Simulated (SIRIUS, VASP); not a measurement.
# HfB2: energy against volume and a worked fit

The structure is cubic, space group Fm-3m (No. 225). The conventional cell has a = 5.432 Å, b = 5.432 Å, c = 5.432 Å, α = 90.00°, β = 90.00°, γ = 90.00°. Hf (site symmetry m-3m) is surrounded by 8 B at 2.35 Å. B (site symmetry -43m) has 4 Hf at 2.35 Å as nearest neighbours.

The cell comes from a database or a generator and needn't be the stable form of this composition.

The cell was scaled at fixed shape and fractions and run with SIRIUS, PseudoDojo 0.4.1 PBE standard (scalar relativistic), cutoff 1054 eV; PBE, k mesh 9 × 9 × 9 on the cell of 3 atoms, fermi-dirac occupations of 0.05 eV, no spin polarisation, no spin-orbit coupling. Energies are those that the program minimises, any entropy of the smearing included. For a metal such a mesh isn't converged to the digits shown.

```csv
V (Å³/atom),energy over the lowest row (meV/atom)
12.5564,25.32
12.8235,11.79
13.0907,3.49
13.3578,0.00
13.6250,?
13.8922,5.89
14.1593,14.56
```

Q: Fit the third-order Birch-Murnaghan form, give V0, B0 and B′, and predict the energy left open.

A: With y = (V0/V)^(2/3), E = E0 + (9 V0 B0/16) [(y - 1)³ B′ + (y - 1)² (6 - 4y)]. Least squares through the rows shown give V0 = 13.4328 Å³/atom, E0 = -0.17 meV, B0 = 129.7 GPa (1 eV/Å³ = 160.218 GPa) and B′ = 3.33, with a largest miss of 0.00 meV. At V = 13.6250 the form with these constants gives 0.92 meV; the run gave 0.93 meV an atom. Other set-ups at this level, from all their volumes (Å³/atom, GPa): VASP, PBE PAW files B, Hf_pv, 520 eV: V0 13.412, B0 131.3.
